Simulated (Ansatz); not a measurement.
Geometry optimisation, DFT PBE, scalar-relativistic, plane waves, PAW in Ansatz 0.2.0.

input.yaml

```yaml
accuracy: low
crystal:
  lattice:
    - [5.3604, 0.0, 0.0]
    - [0.0, 5.3604, 0.0]
    - [0.0, 0.0, 22.3807]
  atoms:
    - { symbol: Ca, position: [0.0, 0.0, 0.0446814] }
    - { symbol: F, position: [0.25, 0.75, 0.2243138] }
    - { symbol: F, position: [0.25, 0.25, 0.2243138] }
    - { symbol: Ca, position: [0.0, 0.5, 0.1644363] }
    - { symbol: F, position: [0.25, 0.25, 0.1045588] }
    - { symbol: F, position: [0.25, 0.75, 0.1045588] }
    - { symbol: Ca, position: [0.5, 0.0, 0.1644363] }
    - { symbol: F, position: [0.75, 0.75, 0.1045588] }
    - { symbol: F, position: [0.75, 0.25, 0.1045588] }
    - { symbol: Ca, position: [0.5, 0.5, 0.0446814] }
    - { symbol: F, position: [0.75, 0.25, 0.2243138] }
    - { symbol: F, position: [0.75, 0.75, 0.2243138] }
    - { symbol: Ca, position: [0.0, 0.0, 0.2841913] }
    - { symbol: F, position: [0.25, 0.75, 0.4638237] }
    - { symbol: F, position: [0.25, 0.25, 0.4638237] }
    - { symbol: Ca, position: [0.0, 0.5, 0.4039463] }
    - { symbol: F, position: [0.25, 0.25, 0.3440688] }
    - { symbol: F, position: [0.25, 0.75, 0.3440688] }
    - { symbol: Ca, position: [0.5, 0.0, 0.4039463] }
    - { symbol: F, position: [0.75, 0.75, 0.3440688] }
    - { symbol: F, position: [0.75, 0.25, 0.3440688] }
    - { symbol: Ca, position: [0.5, 0.5, 0.2841913] }
    - { symbol: F, position: [0.75, 0.25, 0.4638237] }
    - { symbol: F, position: [0.75, 0.75, 0.4638237] }
basis:
  ecutwfc: 420.0
kpoints:
  mp_grid: { grid: [2, 2, 1] }
hamiltonian:
  xc: pbe
  pseudopotentials: { kind: paw, azcp: { folder: soft_1 } }
scf:
  occupations: { method: fermi_dirac, width: 0.05 }
  lower_state_search: "off"
relax:
  f_tol: 0.08
  max_steps: 25
  adjacent_minimum: "off"
  constraints: [{ sites: [0, 4, 5, 7, 8, 9] }]
output:
  write_density: true
  write_potential: true
  elf: true
  volumetric_format: npy
```

Launched with:

```bash
$ ansatz run input.yaml --threads 2 --pin off --max-ram 5120MiB --backend cpu --events-out ev --progress --plain --runs-dir out
```

Problem. Where does it end, and by what steps?

Solution. The forces met the threshold. The force dipped under the threshold on the way, but the program's further checks kept it going. Limits of this set-up: coarse k mesh, thin slab, slab without dipole correction, low accuracy level. After 7 steps the energy has fallen by 1.616 eV; Ca16 moved furthest, 0.70 Å.

```csv
step,energy less start (eV),largest force component (eV/Å),accepted
0,0.0000,1.890,yes
1,-0.9573,1.142,yes
2,-1.4645,0.221,yes
3,-1.5848,0.077,yes
4,-1.6114,0.088,yes
5,-1.6133,0.139,yes
6,-1.6158,0.009,yes
7,-1.6158,0.009,yes
```

```xyz
24
Lattice="5.3604 0.0000 0.0000 0.0000 5.3604 0.0000 0.0000 0.0000 22.3807" Properties=species:S:1:pos:R:3
Ca 0.000 0.000 1.000
F 1.340 4.020 5.184
F 1.340 1.340 5.184
Ca 0.000 2.680 4.035
F 1.340 1.340 2.340
F 1.340 4.020 2.340
Ca 2.680 0.000 4.035
F 4.020 4.020 2.340
F 4.020 1.340 2.340
Ca 2.680 2.680 1.000
F 4.020 1.340 5.184
F 4.020 4.020 5.184
Ca 0.000 0.000 6.883
F 1.340 4.020 10.867
F 1.340 1.340 10.867
Ca 0.000 2.680 9.740
F 1.340 1.340 8.035
F 1.340 4.020 8.035
Ca 2.680 0.000 9.740
F 4.020 4.020 8.035
F 4.020 1.340 8.035
Ca 2.680 2.680 6.883
F 4.020 1.340 10.867
F 4.020 4.020 10.867
```

Whether the end is a true minimum wasn't checked by a vibrational analysis.

The run took 84 s on 2 threads of Arm Neoverse V1, with other jobs on the host, peak memory 1 GiB.
